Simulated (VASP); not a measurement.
# H in VASP: single point with LDA

Aim: the single point of H with LDA.

Everything below comes from runs of VASP 6.6.1. Logs are shortened: lines on timing, memory, paths and dates and some standing lists are left out, and cuts for length are marked.

### Step 1. The crystal as given

The cell holds a molecule_in_box, 1 atom: a = 14.000 Å, b = 14.500 Å, c = 15.000 Å, α = 90.00°, β = 90.00°, γ = 90.00°.

### Step 2. Single point, LDA, collinear spin, ferromagnetic start

INCAR reads:

```
SYSTEM = H
PREC = Accurate
ENCUT = 450
EDIFF = 1E-6
ISMEAR = 0
SIGMA = 0.005
LREAL = .False.
LASPH = .True.
NELM = 200
ALGO = Normal
ISIF = 2
LWAVE = .False.
LCHARG = .False.
ISPIN = 2
MAGMOM = 1
LORBIT = 11
GGA = CA
NBANDS = 10
AMIX = 0.2
BMIX = 1E-4
AMIX_MAG = 0.8
BMIX_MAG = 1E-4
ISYM = 0
```

KPOINTS reads:

```
regular mesh
0
Gamma
  1 1 1
  0 0 0
```

POSCAR reads:

```
H
1.0
   14.0000000000      0.0000000000      0.0000000000
    0.0000000000     14.5000000000      0.0000000000
    0.0000000000      0.0000000000     15.0000000000
H
1
Direct
    0.5000000000      0.5000000000      0.5000000000
```

Potentials or basis: VASP PAW LDA potentials, release 64 (H).

On the command line:

```bash
$ cat potpaw_LDA.64/H/POTCAR > POTCAR
$ mpirun -np 2 vasp_gam > vasp.out
```

OUTCAR:

```text
SYSTEM = H
   PREC = Accurate
   ENCUT = 450
   EDIFF = 1E-6
   ISMEAR = 0
   LREAL = .False.
   LASPH = .True.
   NELM = 200
   ISIF = 2
   ISPIN = 2
   LORBIT = 11
   GGA = CA
   AMIX = 0.2
   AMIX_MAG = 0.8
   ISYM = 0

 ion  position               nearest neighbor table
   1  0.500  0.500  0.500-

IMPORTANT INFORMATION: All symmetrisations will be switched off!
NOSYMM: (Re-)initialisation of all symmetry stuff for point group C_1.

----------------------------------------------------------------------------------------

                                     Primitive cell

  volume of cell :    3045.0000

  direct lattice vectors                    reciprocal lattice vectors
    14.000000000  0.000000000  0.000000000     0.071428571  0.000000000  0.000000000
     0.000000000 14.500000000  0.000000000     0.000000000  0.068965517  0.000000000
     0.000000000  0.000000000 15.000000000     0.000000000  0.000000000  0.066666667

  length of vectors
    14.000000000 14.500000000 15.000000000     0.071428571  0.068965517  0.066666667

  position of ions in fractional coordinates (direct lattice)
     0.500000000  0.500000000  0.500000000

  ion indices of the primitive-cell ions
   primitive index   ion index
                 1           1

----------------------------------------------------------------------------------------

 KPOINTS: regular mesh

Automatic generation of k-mesh.
 Grid dimensions read from file:
 generate k-points for:    1    1    1

 Generating k-lattice:

  Cartesian coordinates                     Fractional coordinates (reciprocal lattice)
     0.071428571  0.000000000  0.000000000     1.000000000  0.000000000  0.000000000
     0.000000000  0.068965517  0.000000000     0.000000000  1.000000000  0.000000000
     0.000000000  0.000000000  0.066666667     0.000000000  0.000000000  1.000000000

  Length of vectors
     0.071428571  0.068965517  0.066666667

  Shift w.r.t. Gamma in fractional coordinates (k-lattice)
     0.000000000  0.000000000  0.000000000

 Subroutine IBZKPT returns following result:
 ===========================================

 Found      1 irreducible k-points:

 Following reciprocal coordinates:
            Coordinates               Weight
  0.000000  0.000000  0.000000      1.000000
   k-points           NKPTS =      1   k-points in BZ     NKDIM =      1   number of bands    NBANDS=     10
   number of dos      NEDOS =    301   number of ions     NIONS =      1
   total plane-waves  NPLWV = ******
   dimension x,y,z NGX =    98 NGY =  100 NGZ =  108
   dimension x,y,z NGXF=   196 NGYF=  200 NGZF=  216
   ions per type =               1
   NGX,Y,Z   is equivalent  to a cutoff of  11.64, 11.47, 11.97 a.u.
   NGXF,Y,Z  is equivalent  to a cutoff of  23.27, 22.93, 23.94 a.u.
 SYSTEM =  H
   PREC   = accura    normal or accurate (medium, high low for compatibility)
   ISTART =      0    job   : 0-new  1-cont  2-samecut
   ICHARG =      2    charge: 1-file 2-atom 10-const
   ISPIN  =      2    spin polarized calculation?
   LNONCOLLINEAR =      F non collinear calculations
   LSORBIT =      F    spin-orbit coupling
   LASPH  =      T    aspherical Exc in radial PAW
   ENCUT  =  450.0 eV  33.07 Ry    5.75 a.u.  24.22 25.08 25.95*2*pi/ulx,y,z
   NELM   =    200;   NELMIN=  2; NELMDL= -5     # of ELM steps
   EDIFF  = 0.1E-05   stopping-criterion for ELM
   LREAL  =      F    real-space projection
   EDIFFG = 0.1E-04   stopping-criterion for IOM
   NSW    =      0    number of steps for IOM
   IBRION =     -1    ionic relax: 0-MD 1-quasi-New 2-CG
   NFREE  =      0    steps in history (QN), initial steepest desc. (CG)
   ISIF   =      2    stress and relaxation
   ISYM   =      0    0-nonsym 1-usesym 2-fastsym
   POTIM  = 0.5000    time-step for ionic-motion
   TEBEG  =    0.0;   TEEND  =   0.0 temperature during run
   PSTRESS=    0.0 pullay stress
   NELECT =       1.0000    total number of electrons
   NUPDOWN=      -1.0000    fix difference up-down
   EMIN   =  10.00;   EMAX   =-10.00  energy-range for DOS
   EFERMI =   0.00;   METHOD = LEGACY
   ISMEAR =     0;   SIGMA  =   0.01  broadening in eV -4-tet -1-fermi 0-gaus
   EFERMI_NEDOS =   21; number of points for ismear=-14 and -15
   IALGO  =     38    algorithm
   IMIX   =      4    mixing-type and parameters
     AMIX     =   0.20;   BMIX     =  0.00
     AMIX_MAG =   0.80;   BMIX_MAG =  0.00
  volume/ion in A,a.u.               =    3045.00     20548.67
  Fermi-wavevector in a.u.,A,eV,Ry     =   0.112948  0.213441  0.173573  0.012757
  Thomas-Fermi vector in A             =   0.716627
   LORBIT       =     11    0 simple, 1 ext, 2 COOP (PROOUT), +10 PAW based schemes
   GGA     = CA    functional components
   LHFCALC =     F    Hartree Fock is set to
   AEXX    =    0.0000 exact exchange contribution
   IVDW    =     0    specifies the selected vdW correction
   LEPSILON=     F    determine dielectric tensor
   LRPA    =     F    only Hartree local field effects (RPA)
 spin polarized calculation
 Gauss-broadening in eV      SIGMA  =   0.01
  energy-cutoff  :      450.00
  volume of cell :     3045.00
 maximum number of plane-waves:     33027
 NGX is ok and might be reduce to    98
   NGX = 49   NGY = 51   NGZ = 51

 number of electron       1.0000001 magnetization       1.0000001

 Free energy of the ion-electron system (eV)
  ---------------------------------------------------
  ext. energy  EPLUGINS =         0.00000000
  ---------------------------------------------------
  free energy    TOTEN  =        -0.89618355 eV

  energy without entropy =       -0.89618355  energy(sigma->0) =       -0.89618355

 E-fermi :  -7.2664     XC(G=0):  -0.1245

 val. band max:       -7.3128621510   @ k =   0.0000   0.0000   0.0000
 cond. band min:      -2.3860535947   @ k =   0.0000   0.0000   0.0000
 fundamental gap:      4.9268085563
 Fermi energy:        -7.2663837408

 spin component 1

 k-point     1 :       0.0000    0.0000    0.0000
  band No.  band energies     occupation
      1      -7.3129      1.00000
      2      -0.0685      0.00000
      3       0.4715      0.00000
      4       0.5032      0.00000
      5       0.5379      0.00000
      6       0.5904      0.00000
      7       0.6692      0.00000
      8       0.7226      0.00000
      9       1.0632      0.00000
     10       1.0787      0.00000
 Fermi energy:        -7.2663837408

 spin component 2

 k-point     1 :       0.0000    0.0000    0.0000
  band No.  band energies     occupation
      1      -2.3861      0.00000
      2       0.0120      0.00000
      3       0.5585      0.00000
      4       0.5987      0.00000
      5       0.6433      0.00000
      6       0.6597      0.00000
      7       0.7118      0.00000
      8       0.8249      0.00000
      9       1.1930      0.00000
     10       1.2023      0.00000

------------------------ aborting loop because EDIFF is reached ----------------------------------------

  FORCE on cell =-STRESS in cart. coord.  units (eV):
  Direction    XX          YY          ZZ          XY          YZ          ZX
  --------------------------------------------------------------------------------------
  -------------------------------------------------------------------------------------
  Total       -0.0226166     -0.0227673     -0.0226344      0.0000000     -0.0000000      0.0000000
  in kB       -0.0119001     -0.0119794     -0.0119095      0.0000000     -0.0000000      0.0000000
  external PRESSURE =      -0.0119296 kB  Pullay stress =       0.0000000 kB

 VOLUME and BASIS-vectors are now :
 -----------------------------------------------------------------------------
  energy-cutoff  :      450.00
  volume of cell :     3045.00
      direct lattice vectors                 reciprocal lattice vectors
    14.000000000  0.000000000  0.000000000     0.071428571  0.000000000  0.000000000
     0.000000000 14.500000000  0.000000000     0.000000000  0.068965517  0.000000000
     0.000000000  0.000000000 15.000000000     0.000000000  0.000000000  0.066666667

 POSITION                                       TOTAL-FORCE (eV/Angst)
 -----------------------------------------------------------------------------------
      7.00000      7.25000      7.50000        -0.000000     -0.000000      0.000000
 -----------------------------------------------------------------------------------
    total drift:                               -0.000000     -0.000000      0.000000

  FREE ENERGIE OF THE ION-ELECTRON SYSTEM (eV)
  ---------------------------------------------------
  free  energy   TOTEN  =        -0.8961835473 eV

  energy  without entropy=       -0.8961835473  energy(sigma->0) =       -0.89618355

 total charge

# of ion       s       p       d       tot
------------------------------------------
    1        0.363   0.000   0.000   0.363

 magnetization (x)

# of ion       s       p       d       tot
------------------------------------------
    1        0.363   0.000   0.000   0.363
```

OSZICAR:

```text
N       E                     dE             d eps       ncg     rms          rms(c)
DAV:   1     0.196759298097E+01    0.19676E+01   -0.11283E+02    40   0.318E+01
DAV:   2    -0.653903390935E+00   -0.26215E+01   -0.26180E+01    56   0.856E+00
DAV:   3    -0.899704795446E+00   -0.24580E+00   -0.24578E+00    54   0.340E+00
DAV:   4    -0.900142903337E+00   -0.43811E-03   -0.43810E-03    46   0.146E-01
DAV:   5    -0.900144789257E+00   -0.18859E-05   -0.18859E-05    48   0.121E-02    0.579E-01
DAV:   6    -0.793516959426E+00    0.10663E+00   -0.72170E-05    54   0.162E-02    0.331E-01
DAV:   7    -0.793085224966E+00    0.43173E-03   -0.33753E-04    54   0.264E-02    0.213E-01
DAV:   8    -0.895249550789E+00   -0.10216E+00   -0.17434E-03    50   0.581E-02    0.375E-03
DAV:   9    -0.895488354155E+00   -0.23880E-03   -0.31004E-07    48   0.149E-03    0.270E-03
DAV:  10    -0.896064800106E+00   -0.57645E-03   -0.71848E-08    42   0.684E-04    0.401E-04
DAV:  11    -0.896157663339E+00   -0.92863E-04   -0.12478E-09    54   0.786E-05    0.738E-05
DAV:  12    -0.896175038615E+00   -0.17375E-04   -0.10385E-10    48   0.116E-05    0.194E-05
DAV:  13    -0.896183276275E+00   -0.82377E-05   -0.14249E-10    42   0.114E-05    0.197E-06
DAV:  14    -0.896183547304E+00   -0.27103E-06   -0.12087E-10    24   0.170E-06
   1 F= -.89618355E+00 E0= -.89618355E+00  d E =-.418897E-40  mag=     1.0000
```

stdout:

```text
POSCAR found type information on POSCAR H
 POSCAR found :  1 types and       1 ions
 scaLAPACK will be used
 LDA part: xc-table for (Slater(with rela. corr.)+CA(PZ))
 , standard interpolation
 POSCAR, INCAR and KPOINTS ok, starting setup
 FFT: planning ... GRIDC
 FFT: planning ... GRID_SOFT
 FFT: planning ... GRID
 WAVECAR not read
 entering main loop
```

Wall time 28 s (2 MPI ranks of AMD EPYC 9R45 (Zen 5), shared host); peak memory 0.74 GiB.

Results:

```
Free energy                                           : -0.8962 eV
Gap between the frontier levels                       : 4.93 eV
Net moment                                            : 1.00 μB per cell
Site moments                                          : H +0.36 μB
Valence electrons inside the program's atomic spheres : H 0.36
```

 As with any semilocal functional, this LDA gap is likely too small.
